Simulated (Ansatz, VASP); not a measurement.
# LiF in VASP and in Ansatz

```
CELL_PARAMETERS angstrom
3.07745 0.00000 0.00000
-1.53873 2.66515 0.00000
0.00000 0.00000 5.05748
ATOMIC_POSITIONS crystal
Li 0.33333 0.66667 0.37087
Li 0.66667 0.33333 0.87087
F 0.33333 0.66667 0.99393
F 0.66667 0.33333 0.49393
```

Alike in both runs: task single point; functional PBE; k mesh 9 × 9 × 6; occupations gaussian, width 0.05 eV; no spin polarisation.

|  | VASP | Ansatz |
| --- | --- | --- |
| version | VASP 6.6.1 | Ansatz 0.2.0 |
| potentials or method | VASP PAW PBE potentials, release 64 (Li_sv, F) | scalar-relativistic, plane waves, PAW |
| plane-wave cutoff (eV) | 520 | 520 |
| valence electrons in the cell | 20 | 20 |

Ansatz gave:

```
gap on the k mesh at the Fermi level (eV) : 7.68
least direct gap on the mesh (eV)         : 7.68
```

**Question.** Which values does VASP return?

**Answer.** gap on the k mesh at the Fermi level (eV): 7.67; least direct gap on the mesh (eV): 7.67.

Caveats: an odd mesh through Γ misses points on the zone boundary, where band edges often lie.
